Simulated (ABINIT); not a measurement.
CdS (Hawleyite) in ABINIT: convergence with k mesh

The system is CdS (Hawleyite).

```
CELL_PARAMETERS angstrom
0.00000 2.91650 2.91650
2.91650 0.00000 2.91650
2.91650 2.91650 0.00000
ATOMIC_POSITIONS crystal
Cd 0.00000 0.00000 0.00000
S 0.75000 0.75000 0.75000
```

```yaml
Program: ABINIT 10.8.3 (patched build)
Task: single point
Functional: PBEsol
Potentials_or_basis: PseudoDojo NC SR PBEsol v0.4 stringent
Cutoff: 1633 eV
k_mesh: 1 × 1 × 1
Occupations: cold (ABINIT), width 0.05 eV
Spin: no spin polarisation
```

These are the settings of the first run; the series varies k mesh, with any setting tied to it.

Hardware: 1 thread of Arm Neoverse V1 (shared host).

| k mesh | energy less the tightest run (meV/atom) | pressure (GPa) | gap on the mesh (eV) | SCF cycles | CPU time (s) | peak memory (GiB) |
| --- | --- | --- | --- | --- | --- | --- |
| 1 × 1 × 1 | 5472.06 | 35.26 | - | 15 | 8 | 0.12 |
| 2 × 2 × 2 | 495.71 | 3.05 | 0.842 | 11 | 12 | 0.12 |
| 3 × 3 × 3 | 84.81 | 0.43 | 0.961 | 11 | 23 | 0.13 |
| 4 × 4 × 4 | 18.35 | -0.15 | 0.991 | 11 | 40 | 0.13 |
| 5 × 5 × 5 | 4.76 | -0.28 | 1.000 | 11 | 56 | 0.14 |
| 6 × 6 × 6 | 1.42 | -0.31 | 1.003 | 11 | 84 | 0.15 |
| 7 × 7 × 7 | 0.47 | -0.32 | 1.004 | 11 | 110 | 0.16 |
| 9 × 9 × 9 | 0.06 | -0.32 | 1.004 | 11 | 190 | 0.19 |
| 10 × 10 × 10 | 0.00 | -0.32 | 1.004 | 11 | 250 | 0.21 |

Against the tightest run, the energy stays within 1 meV/atom from 7 × 7 × 7 on; the pressure stays within 0.1 GPa from 5 × 5 × 5 on; the gap on the mesh stays within 0.01 eV from 5 × 5 × 5 on. Meshes of other sizes hit other points, so gaps and Fermi surfaces needn't settle smoothly. The tightest run that finished is the yardstick and may itself not be fully converged.
